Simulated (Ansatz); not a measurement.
Born–Oppenheimer molecular dynamics of a periodic cell of 13 atoms, Sc (host Sc, host structure P6_3/mmc, interstitial Sc). It starts from a partly relaxed structure (largest force component 0.08 eV/Å).

Level of theory: DFT PBE-D3(BJ), scalar-relativistic, plane waves, PAW (Ansatz 0.2.0). Settings: accuracy low, cutoff 420 eV, k mesh 2x1x2, fermi-dirac smearing 0.15 eV, no spin polarisation.

| Item | Value |
| --- | --- |
| ensemble | NVE (velocity Verlet) |
| time step | 2 fs |
| steps asked | 160 |
| starting velocities drawn for | 3000 K |
| seed | 643334 |

Frames 20 fs apart, positions in Å, forces in eV/Å.

Velocities at 60.0 fs (Å/ps):

```
Sc 2.74 -3.51 7.04
Sc -1.37 5.12 -3.16
Sc -1.29 -2.35 -5.40
Sc 4.63 -11.30 4.34
Sc 2.88 1.94 -1.28
Sc 1.24 6.44 -2.41
Sc -8.34 5.62 5.03
Sc 3.70 -0.47 -0.62
Sc -0.52 1.92 -4.58
Sc 0.00 -4.72 7.95
Sc 0.13 -0.69 4.28
Sc -3.00 4.42 2.35
Sc -0.80 -2.42 -13.56
```

```xyz
13
Lattice="6.6176 0.0000 0.0000 -4.9632 8.5965 0.0000 0.0000 0.0000 5.2680" Properties=species:S:1:pos:R:3:forces:R:3 time_fs=60.0 energy_less_start_eV=2.632 T=1304
Sc -0.030 1.605 1.562 -0.42 0.69 0.22
Sc 2.383 1.883 3.313 -1.03 0.14 -0.14
Sc -1.598 4.512 1.633 -0.05 0.57 -0.95
Sc -0.166 3.891 3.937 1.23 -1.14 1.16
Sc -2.987 7.704 1.785 -0.16 -0.38 -0.13
Sc -1.603 6.531 4.310 0.48 1.24 -0.28
Sc 2.884 2.135 0.798 0.28 0.03 0.37
Sc 4.938 1.256 4.362 0.08 -0.70 -1.14
Sc 1.858 5.034 1.679 -0.38 -0.73 -0.52
Sc 3.440 4.275 4.187 0.50 -0.84 0.24
Sc 0.213 7.646 1.330 -0.34 0.05 1.11
Sc 1.518 6.218 4.241 -0.64 -0.03 -0.25
Sc 0.779 -0.166 -0.836 0.45 1.09 0.32
13
Lattice="6.6176 0.0000 0.0000 -4.9632 8.5965 0.0000 0.0000 0.0000 5.2680" Properties=species:S:1:pos:R:3:forces:R:3 time_fs=80.0 energy_less_start_eV=2.463 T=1414
Sc -0.004 1.560 1.698 -1.08 0.47 -0.83
Sc 2.325 1.986 3.260 0.02 -0.28 0.88
Sc -1.620 4.488 1.504 0.41 0.48 0.47
Sc -0.028 3.643 4.065 0.63 0.60 0.57
Sc -2.938 7.727 1.743 -0.26 -0.31 -0.79
Sc -1.559 6.694 4.253 0.20 0.02 -0.02
Sc 2.736 2.240 0.895 0.69 -0.59 -0.80
Sc 5.000 1.216 4.314 -0.98 -0.68 -0.20
Sc 1.833 5.043 1.583 -0.27 -0.57 0.60
Sc 3.465 4.164 4.338 0.69 0.52 -1.09
Sc 0.202 7.638 1.459 -0.20 0.23 0.71
Sc 1.432 6.288 4.271 -0.32 -0.96 -0.50
Sc 0.783 -0.163 -1.082 0.47 1.08 1.01
13
Lattice="6.6176 0.0000 0.0000 -4.9632 8.5965 0.0000 0.0000 0.0000 5.2680" Properties=species:S:1:pos:R:3:forces:R:3 time_fs=100.0 energy_less_start_eV=2.915 T=1123
Sc -0.065 1.558 1.765 -1.12 0.59 -1.54
Sc 2.267 2.066 3.273 0.94 -0.61 0.79
Sc -1.609 4.507 1.411 0.77 0.52 1.31
Sc 0.162 3.437 4.245 -0.44 1.22 0.28
Sc -2.912 7.724 1.637 -0.44 -0.19 -0.89
Sc -1.501 6.863 4.193 -0.40 -0.63 0.27
Sc 2.645 2.296 0.932 0.88 -1.06 -0.89
Sc 4.982 1.121 4.247 -1.36 -0.31 0.44
Sc 1.786 5.004 1.534 -0.11 -0.21 0.95
Sc 3.549 4.092 4.401 0.69 1.22 -1.79
Sc 0.176 7.647 1.645 0.00 0.12 -0.04
Sc 1.322 6.283 4.263 0.26 -0.87 -0.15
Sc 0.827 -0.074 -1.244 0.34 0.21 1.26
13
Lattice="6.6176 0.0000 0.0000 -4.9632 8.5965 0.0000 0.0000 0.0000 5.2680" Properties=species:S:1:pos:R:3:forces:R:3 time_fs=120.0 energy_less_start_eV=2.615 T=1316
Sc -0.217 1.606 1.711 -0.42 0.64 -0.81
Sc 2.283 2.097 3.346 0.87 -0.42 -0.42
Sc -1.535 4.570 1.422 0.58 0.60 1.09
Sc 0.313 3.329 4.447 -1.47 0.95 -0.19
Sc -2.923 7.705 1.460 -0.59 -0.09 -0.31
Sc -1.476 6.978 4.155 -0.89 -1.14 0.37
Sc 2.630 2.265 0.898 1.13 -1.02 -0.17
Sc 4.857 1.001 4.215 -0.52 0.38 0.68
Sc 1.730 4.947 1.561 0.27 -0.06 0.71
Sc 3.690 4.119 4.321 0.49 1.09 -1.11
Sc 0.148 7.665 1.827 0.15 -0.19 -1.04
Sc 1.232 6.207 4.243 0.61 -0.36 0.35
Sc 0.896 0.035 -1.303 -0.24 -0.39 0.86
13
Lattice="6.6176 0.0000 0.0000 -4.9632 8.5965 0.0000 0.0000 0.0000 5.2680" Properties=species:S:1:pos:R:3:forces:R:3 time_fs=140.0 energy_less_start_eV=2.430 T=1435
Sc -0.405 1.705 1.593 0.30 0.15 0.60
Sc 2.368 2.097 3.385 0.12 0.40 -1.39
Sc -1.414 4.684 1.521 0.16 0.63 0.19
Sc 0.347 3.303 4.631 -1.35 0.67 -0.88
Sc -2.983 7.676 1.259 -0.53 -0.17 0.73
Sc -1.523 6.999 4.147 -0.69 -1.24 0.13
Sc 2.709 2.150 0.847 0.96 -0.41 0.33
Sc 4.692 0.910 4.239 0.80 0.54 0.46
Sc 1.698 4.882 1.648 0.65 -0.15 0.35
Sc 3.870 4.234 4.151 -0.16 0.15 0.31
Sc 0.133 7.668 1.922 0.16 -0.30 -1.52
Sc 1.192 6.100 4.250 0.63 0.21 0.59
Sc 0.943 0.115 -1.291 -1.05 -0.52 0.11
13
Lattice="6.6176 0.0000 0.0000 -4.9632 8.5965 0.0000 0.0000 0.0000 5.2680" Properties=species:S:1:pos:R:3:forces:R:3 time_fs=160.0 energy_less_start_eV=2.686 T=1270
Sc -0.570 1.818 1.523 0.65 -0.25 1.55
Sc 2.465 2.129 3.315 -0.51 0.95 -0.93
Sc -1.278 4.851 1.637 -0.16 0.41 -0.79
Sc 0.273 3.333 4.742 -0.30 0.14 -1.21
Sc -3.088 7.633 1.120 -0.41 -0.33 1.60
Sc -1.624 6.921 4.147 0.08 -0.34 -0.28
Sc 2.866 2.000 0.819 0.10 0.29 0.01
Sc 4.589 0.859 4.298 1.33 -0.13 -0.26
Sc 1.720 4.804 1.765 0.78 -0.25 -0.11
Sc 4.036 4.360 4.005 -0.94 -0.96 1.37
Sc 0.132 7.650 1.893 0.07 0.04 -1.18
Sc 1.204 6.011 4.307 0.44 0.62 0.59
Sc 0.904 0.153 -1.267 -1.14 -0.20 -0.36
13
Lattice="6.6176 0.0000 0.0000 -4.9632 8.5965 0.0000 0.0000 0.0000 5.2680" Properties=species:S:1:pos:R:3:forces:R:3 time_fs=180.0 energy_less_start_eV=2.780 T=1210
Sc -0.679 1.912 1.580 0.95 -0.21 1.69
Sc 2.520 2.233 3.172 -0.77 0.25 0.48
Sc -1.154 5.050 1.688 -0.33 -0.28 -1.21
Sc 0.170 3.376 4.752 0.45 -0.33 -1.08
Sc -3.227 7.563 1.112 -0.12 -0.28 1.58
Sc -1.722 6.817 4.127 0.40 0.92 -0.30
Sc 3.031 1.872 0.789 -0.75 0.53 -0.54
Sc 4.593 0.800 4.335 0.89 -0.44 -0.93
Sc 1.806 4.708 1.871 0.51 0.08 -0.70
Sc 4.124 4.408 3.970 -1.26 -1.59 1.56
Sc 0.137 7.635 1.765 0.05 0.50 -0.47
Sc 1.255 5.973 4.412 0.23 0.72 0.29
Sc 0.775 0.174 -1.271 -0.26 0.14 -0.37
13
Lattice="6.6176 0.0000 0.0000 -4.9632 8.5965 0.0000 0.0000 0.0000 5.2680" Properties=species:S:1:pos:R:3:forces:R:3 time_fs=200.0 energy_less_start_eV=2.510 T=1383
Sc -0.710 1.991 1.773 0.86 0.16 0.71
Sc 2.512 2.356 3.066 -0.69 -0.92 1.24
Sc -1.059 5.223 1.643 -0.54 -1.10 -0.70
Sc 0.102 3.393 4.672 0.71 -0.52 -0.51
Sc -3.375 7.472 1.234 0.38 0.05 0.76
Sc -1.789 6.784 4.083 0.21 1.21 -0.05
Sc 3.136 1.785 0.718 -1.01 0.26 -0.55
Sc 4.669 0.710 4.298 -0.14 0.05 -0.89
Sc 1.934 4.623 1.918 -0.01 0.80 -1.13
Sc 4.110 4.327 4.066 -0.81 -1.20 1.18
Sc 0.146 7.662 1.597 0.02 0.87 0.25
Sc 1.325 5.992 4.538 -0.02 0.30 -0.40
Sc 0.627 0.204 -1.303 1.04 0.04 0.09
13
Lattice="6.6176 0.0000 0.0000 -4.9632 8.5965 0.0000 0.0000 0.0000 5.2680" Properties=species:S:1:pos:R:3:forces:R:3 time_fs=220.0 energy_less_start_eV=2.479 T=1403
Sc -0.672 2.084 2.022 0.17 0.53 -1.08
Sc 2.447 2.404 3.057 -0.30 -1.56 0.67
Sc -1.010 5.306 1.540 -0.62 -1.36 0.12
Sc 0.093 3.368 4.553 0.69 -0.20 0.63
Sc -3.490 7.385 1.421 0.83 0.54 -0.07
Sc -1.839 6.847 4.035 -0.08 0.35 0.35
Sc 3.157 1.719 0.605 -0.87 -0.19 0.28
Sc 4.736 0.623 4.186 -0.90 0.42 -0.68
Sc 2.064 4.600 1.873 -0.18 0.77 -0.82
Sc 4.028 4.150 4.261 -0.11 0.16 0.36
Sc 0.156 7.762 1.448 -0.13 0.89 0.65
Sc 1.394 6.037 4.629 -0.21 -0.20 -1.23
Sc 0.564 0.237 -1.326 1.72 -0.15 0.80
13
Lattice="6.6176 0.0000 0.0000 -4.9632 8.5965 0.0000 0.0000 0.0000 5.2680" Properties=species:S:1:pos:R:3:forces:R:3 time_fs=240.0 energy_less_start_eV=2.714 T=1252
Sc -0.619 2.218 2.181 -0.48 0.28 -2.29
Sc 2.359 2.326 3.100 0.39 -1.04 -0.61
Sc -1.010 5.281 1.445 -0.21 -0.52 0.65
Sc 0.142 3.328 4.488 0.38 0.36 1.79
Sc -3.538 7.344 1.603 0.78 0.82 -0.70
Sc -1.893 6.939 4.018 -0.07 -0.68 0.70
Sc 3.102 1.636 0.517 -0.81 -0.68 1.15
Sc 4.733 0.569 4.014 -0.65 0.44 -0.41
Sc 2.178 4.636 1.764 -0.36 -0.19 0.25
Sc 3.935 3.985 4.484 0.52 1.15 -0.74
Sc 0.156 7.932 1.351 -0.14 0.15 0.48
Sc 1.445 6.070 4.619 -0.35 -0.06 -1.44
Sc 0.638 0.260 -1.282 1.01 -0.04 1.17
13
Lattice="6.6176 0.0000 0.0000 -4.9632 8.5965 0.0000 0.0000 0.0000 5.2680" Properties=species:S:1:pos:R:3:forces:R:3 time_fs=260.0 energy_less_start_eV=2.571 T=1344
Sc -0.603 2.375 2.158 -0.63 -0.18 -1.69
Sc 2.301 2.164 3.096 0.72 0.08 -1.07
Sc -1.027 5.215 1.404 0.26 0.76 0.95
Sc 0.223 3.313 4.567 0.18 0.22 1.52
Sc -3.521 7.369 1.727 0.42 0.66 -1.10
Sc -1.952 6.976 4.059 0.30 -1.13 0.84
Sc 2.981 1.500 0.520 -0.42 -0.42 1.03
Sc 4.676 0.555 3.811 0.02 0.54 0.25
Sc 2.260 4.660 1.673 -0.69 -0.63 0.87
Sc 3.885 3.907 4.646 0.77 0.71 -1.48
Sc 0.147 8.112 1.293 0.21 -0.92 -0.14
Sc 1.466 6.099 4.490 -0.49 0.29 -0.94
Sc 0.791 0.279 -1.142 -0.66 0.03 0.95
13
Lattice="6.6176 0.0000 0.0000 -4.9632 8.5965 0.0000 0.0000 0.0000 5.2680" Properties=species:S:1:pos:R:3:forces:R:3 time_fs=280.0 energy_less_start_eV=2.332 T=1498
Sc -0.640 2.516 2.000 -0.59 -0.72 0.15
Sc 2.298 2.007 3.012 0.09 1.01 -0.22
Sc -1.026 5.209 1.443 0.34 1.44 0.99
Sc 0.324 3.317 4.763 0.41 0.02 -0.34
Sc -3.468 7.448 1.762 0.10 0.02 -0.62
Sc -1.984 6.923 4.169 0.56 -0.73 0.59
Sc 2.828 1.332 0.605 0.66 0.49 -0.06
Sc 4.619 0.585 3.629 0.36 0.39 0.94
Sc 2.286 4.635 1.650 -0.63 -0.28 0.60
Sc 3.896 3.886 4.687 0.46 -0.21 -1.36
Sc 0.156 8.218 1.223 0.48 -1.38 -0.61
Sc 1.445 6.149 4.283 -0.51 0.20 -0.19
Sc 0.893 0.297 -0.924 -1.73 -0.24 0.14
```

Of the whole run (320 fs, mean temperature of the second half 1329 K): The conserved energy stayed within 0.34 meV per atom of its start (net change 0.21 meV per atom), so the integration is sound. The temperature averaged 0.44 of the 3000 K drawn at the start: a run that starts near a minimum puts about half its kinetic energy into the potential. A run of 0.32 ps of so small a system gives no equilibrium averages. Limits of this set-up: coarse k mesh, low accuracy level.

Time of the run: 11 min on 1 thread of Arm Neoverse V2, on a shared host, peak memory 0.6 GiB.
